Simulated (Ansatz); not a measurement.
Born–Oppenheimer molecular dynamics of a periodic cell of 33 atoms, Al₃₂H (host Al, host structure Fm-3m, interstitial H). It goes on from the last frame of an earlier run, with new velocities.

Theory: DFT PBE, scalar-relativistic, plane waves, PAW in Ansatz 0.2.0. Settings: accuracy low, cutoff 420 eV, k mesh 2x2x2, fermi-dirac smearing 0.05 eV, no spin polarisation.

| Item | Value |
| --- | --- |
| ensemble | NVT, Nosé–Hoover chain |
| time step | 0.5 fs |
| steps asked | 300 |
| set temperature | 1260 K |
| thermostat | time constant 200 fs, chain length 3 |
| seed | 79519 |

First frame:

```xyz
33
Lattice="8.0997 0.0000 0.0000 0.0000 8.0997 0.0000 0.0000 0.0000 8.0997" Properties=species:S:1:pos:R:3
Al 4.177 -0.024 -0.069
Al 6.206 1.929 -0.030
Al 6.090 0.097 2.095
Al 0.098 -0.180 0.090
Al 1.806 2.008 0.060
Al 4.007 4.098 0.154
Al 5.950 6.001 -0.235
Al 2.090 0.054 1.999
Al 3.933 2.118 1.994
Al 5.999 4.039 2.086
Al 4.016 -0.013 4.174
Al 5.928 1.884 4.192
Al 6.246 -0.128 6.016
Al -0.267 4.140 -0.145
Al 2.031 6.157 0.030
Al -0.092 2.059 1.943
Al 1.985 4.015 1.893
Al 4.010 6.296 2.041
Al 0.058 0.046 3.918
Al 2.289 2.203 4.170
Al 4.024 4.138 3.935
Al 6.162 6.058 3.947
Al 1.998 -0.108 6.126
Al 4.230 2.060 6.339
Al 5.986 4.202 5.972
Al 0.024 6.028 2.090
Al 0.028 3.631 4.216
Al 2.135 6.169 3.979
Al 0.021 1.817 6.158
Al 1.994 4.177 6.076
Al 3.974 5.995 6.035
Al 0.078 6.220 5.952
H -0.564 4.320 6.001
```

What does the run give?

The run went to its last step.

```json
{"steps done": "300", "time covered": "150 fs", "mean temperature over the second half": "933 K", "spread of the potential energy over the second half": "3.3 meV per atom", "mean potential energy of the second half above the start": "50.9 meV per atom"}
```

The conserved energy stayed within 0.025 meV per atom of its start (net change -0.0079 meV per atom), so the integration is sound. The mean temperature of the second half is 26 % below the set value. A run of 0.15 ps of so small a system gives no equilibrium averages. Limits of this set-up: coarse k mesh, odd electron count without spin, a small cell, in which the defect meets its images, a typed lattice constant that wasn't relaxed here, low accuracy level.

What happens to the structure?

Mean squared displacements from the first frame to the last, about the centre of mass: Al 0.14 Å², H 3.64 Å². This is one draw of velocities; another would differ in detail.

How do temperature and energy run in time?


```
time (fs)  T (K)  potential energy less start (eV)  conserved less start (meV/atom)
        0   1260                             0.000                             0.00
        5   1263                            -0.015                            -0.02
       10   1140                             0.498                            -0.01
       15    979                             1.163                             0.00
       20    851                             1.695                             0.00
       25    759                             2.077                            -0.01
       30    721                             2.239                             0.00
       35    764                             2.066                            -0.01
       40    808                             1.889                            -0.01
       45    838                             1.776                             0.00
       50    906                             1.508                            -0.01
       55    963                             1.287                            -0.01
       60    981                             1.228                            -0.01
       65    979                             1.251                            -0.01
       70    914                             1.540                             0.00
       75    913                             1.560                            -0.01
       80    909                             1.598                            -0.01
       85    891                             1.695                            -0.01
       90    850                             1.884                             0.00
       95    869                             1.831                            -0.01
      100    875                             1.832                             0.00
      105    919                             1.675                            -0.01
      110    961                             1.531                            -0.01
      115    953                             1.598                            -0.01
      120    916                             1.783                             0.00
      125    934                             1.743                            -0.01
      130    964                             1.654                            -0.01
      135    980                             1.626                            -0.01
      140    981                             1.662                             0.00
      145   1002                             1.612                             0.00
      150   1053                             1.447                            -0.01
```

Time of the run: 23 min on 2 threads of Intel(R) Xeon(R) Platinum 8175M CPU @ 2.50GHz (Skylake/Cascade Lake), on a shared host, peak memory 1.2 GiB.
